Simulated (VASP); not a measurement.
Wanted: the native input for a VASP 6.6.1 run.

```yaml
Task: relaxation of cell and atoms
Functional: vdW-DF-cx
Potentials_or_basis: VASP PAW PBE potentials, release 64 (N, B)
Cutoff: 600 eV
k_mesh: 13 × 13 × 13
Occupations: fermi-dirac, width 0.05 eV
Spin: no spin polarisation
Further_INCAR_settings: ALGO = Fast; EDIFF = 1e-06; IBRION = 2; EDIFFG = -0.01; NSW = 60; ISIF = 3
```

The structure of BN lies in POSCAR:

```
BN
1.0
    0.0000000000      1.8130010000      1.8130010000
    1.8130010000      0.0000000000      1.8130010000
    1.8130010000      1.8130010000      0.0000000000
N B
1 1
Direct
    0.2500000000      0.2500000000      0.2500000000
    0.0000000000      0.0000000000      0.0000000000
```

The cell is a database's computed one.

One way to write it, as run:

INCAR

```
SYSTEM = BN
PREC     = Accurate       ! precision mode
ENCUT    = 600            ! plane-wave cutoff, eV
EDIFF    = 1E-6           ! SCF threshold, eV
ISMEAR   = -1             ! smearing method
SIGMA    = 0.05           ! smearing width, eV
LREAL    = .FALSE.        ! projectors in reciprocal space
LASPH    = .TRUE.         ! aspherical terms in the spheres
NELM     = 100            ! most SCF steps
ALGO     = Fast           ! electronic algorithm
ISIF     = 3              ! what is computed and relaxed
LWAVE    = .FALSE.        ! write WAVECAR
LCHARG   = .FALSE.        ! write CHGCAR
GGA      = CX             ! functional
LUSE_VDW = .TRUE.       
AGGAC    = 0.0          
IBRION   = 2              ! ionic algorithm
NSW      = 60             ! ionic steps
EDIFFG   = -0.01          ! ionic threshold
```

KPOINTS

```
Automatic mesh
0
G
  13 13 13
  0 0 0
```

Potentials or basis: VASP PAW PBE potentials, release 64 (N, B).

Run with:

```sh
$ cat potpaw_PBE.64/N/POTCAR potpaw_PBE.64/B/POTCAR > POTCAR
$ mpirun -np 1 vasp_std > vasp.out
```

Results of the run:

```json
{
  "Relaxed volume": "5.92 Å³/atom",
  "Relaxed cell": "a = 2.559 Å, b = 2.559 Å, c = 2.559 Å, α = 60.00°, β = 60.00°, γ = 60.00°",
  "Space group after relaxing (to 0.05 Å)": "F-43m (No. 216)",
  "Energy gained by relaxing": "0.3 meV/atom",
  "Ionic steps": "3",
  "Pressure after relaxing": "0.0 GPa",
  "Band gap on the k mesh": "4.49 eV, indirect (least direct gap 8.85 eV)"
}
```

Caveat: the PAW data sets were made with another functional, which shifts forces and pressure a little; an odd mesh through Γ misses points on the zone boundary, where band edges often lie.

Run time: 22 s on 1 thread of Intel(R) Xeon(R) 6975P-C (Granite Rapids) (shared host), peak memory 0.23 GiB.
